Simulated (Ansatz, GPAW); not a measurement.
This is a calculation of BN for GPAW 26.7.0 (ASE script). The cell is a database's computed one, not the measured one.

run.py

```python
from ase.dft.bandgap import bandgap
from ase.io import read, write
from ase.units import GPa
from gpaw import GPAW, PW

atoms = read('BN.xyz')

calc = GPAW(mode=PW(800),
            xc='PBE',
            kpts={'size': (13, 13, 13), 'gamma': True},
            occupations={'name': 'methfessel-paxton', 'order': 0, 'width': 0.011},
            nbands=11,
            convergence={'density': 1e-05, 'energy': 1e-05},
            maxiter=150,
            txt='gpaw.txt')
atoms.calc = calc
energy = atoms.get_potential_energy()
forces = atoms.get_forces()
stress = atoms.get_stress()
calc.write('gs.gpw')
write('result.traj', atoms)
print(f'Energy: {energy:.6f} eV')
print('Forces (eV/A):')
print(forces.round(4))
print('Stress (GPa):', (stress / GPa).round(3))
print('Fermi level:', round(calc.get_fermi_level(), 4), 'eV')
print(f'Gap: {bandgap(calc)[0]:.4f} eV, direct: {bandgap(calc, direct=True)[0]:.4f} eV')
```

BN.xyz

```xyz
2
Lattice="0.0000000000 1.8130010000 1.8130010000 1.8130010000 0.0000000000 1.8130010000 1.8130010000 1.8130010000 0.0000000000" Properties=species:S:1:pos:R:3 pbc="T T T"
N      0.9065005000      0.9065005000      0.9065005000
B      0.0000000000      0.0000000000      0.0000000000
```

Potentials or basis: GPAW PAW data sets (gpaw-data 1.2.1), pw.

Launch:

```sh
$ OMP_NUM_THREADS=1 python run.py
```

Translate it to Ansatz 0.2.0. Potentials or basis there: Ansatz PAW, cutoff 420 eV.

As run (cutoffs and basis follow the program's own potentials, and thresholds, step limits or extra output files can differ):

The input input.yaml:

```yaml
crystal:
  lattice:
    - [0.0, 1.813001, 1.813001]
    - [1.813001, 0.0, 1.813001]
    - [1.813001, 1.813001, 0.0]
  atoms:
    - { symbol: "N", position: [0.25, 0.25, 0.25] }
    - { symbol: B, position: [0.0, 0.0, 0.0] }
hamiltonian:
  xc: pbe
  pseudopotentials: { kind: paw }
kpoints:
  mp_grid: { grid: [13, 13, 13] }
scf:
  occupations: { method: gaussian, width: 0.011 }
output:
  forces: true
  stress: true
  eigenvalues: true
```

Potentials or basis: Ansatz PAW.

The run is started by

```bash
$ ansatz run input.yaml --threads 2 --pin off --max-ram 5632MiB --backend cpu --events-out ev --progress --plain --runs-dir out
```

Both were run:

|  | GPAW | Ansatz |
| --- | --- | --- |
| Pressure | -1.6 GPa | -0.4 GPa |

Ansatz's pressure holds a Pulay term of +1.05 GPa for its cutoff of 420 eV, which the other run lacks.

Where Ansatz's input types no cutoff or centring, it takes its own default and a Γ-centred mesh.

Pressure is positive in compression.
